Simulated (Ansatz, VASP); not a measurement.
**Two plane-wave programs on TlBr**

```
Tl Br
1.0
     3.84089    0.00000    0.00000
     0.00000    3.84089    0.00000
     0.00000    0.00000    3.84089
Tl Br
1 1
Direct
  0.00000 0.00000 0.00000
  0.50000 0.50000 0.50000
```

Alike in both runs: functional LDA; k mesh 8 × 8 × 8; occupations gaussian, width 0.02 eV; no spin polarisation.

Ansatz relaxed the structure, and its values are those at the end. VASP's run is a single point on that final structure, the one shown.

|  | VASP | Ansatz |
| --- | --- | --- |
| version | VASP 6.6.1 | Ansatz 0.2.0 |
| potentials or method | VASP PAW LDA potentials, release 64 (Tl_d, Br) | scalar-relativistic, plane waves, PAW |
| plane-wave cutoff (eV) | 520 | 420 |
| valence electrons in the cell | 20 | 20 |

VASP gave:

* gap on the k mesh at the Fermi level (eV): 1.35
* least direct gap on the mesh (eV): 1.35
* pressure (GPa): 0.0

Problem. What did Ansatz give for the same quantities?

Solution. gap on the k mesh at the Fermi level (eV): 1.37; least direct gap on the mesh (eV): 1.37; pressure (GPa): 0.0.

Caveats: spin-orbit coupling is left out, which as a rule narrows the gap of such compounds by several tenths of an eV. A k mesh can miss the band edges.
